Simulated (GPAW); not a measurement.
## GaAs: equation of state with PBEsol+D3(BJ)

GaAs:

```xyz
2
Lattice="0.0000 2.8268 2.8268 2.8268 0.0000 2.8268 2.8268 2.8268 0.0000" Properties=species:S:1:pos:R:3 pbc="T T T"
As    4.2403    4.2403    4.2403
Ga    0.0000    0.0000    0.0000
```

| Item | Value |
| --- | --- |
| Program | GPAW 26.7.0 |
| Task | equation of state |
| Functional | PBEsol |
| Dispersion | D3(BJ) |
| Potentials or basis | PAW data sets generated in the run's folder for this functional |
| Cutoff | 600 eV |
| Basis | pw |
| k mesh | 8 × 8 × 8 |
| Occupations | fermi-dirac, width 0.05 eV |
| Spin | no spin polarisation |

The equilibrium volume is 22.35 Å³/atom, the bulk modulus is 77 GPa and the pressure derivative of the bulk modulus is 4.8.

Energy against volume, from the lowest point:
| volume (Å³/atom) | energy (meV/atom) |
| --- | --- |
| 21.234 | 14.29 |
| 21.686 | 4.55 |
| 22.138 | 0.00 |
| 22.590 | 0.07 |
| 23.041 | 4.26 |
| 23.493 | 12.10 |
| 23.945 | 23.16 |

Wall time 56 s on 1 thread of Intel(R) Xeon(R) CPU @ 2.60GHz (Ice Lake) (shared host), peak memory 0.25 GiB.
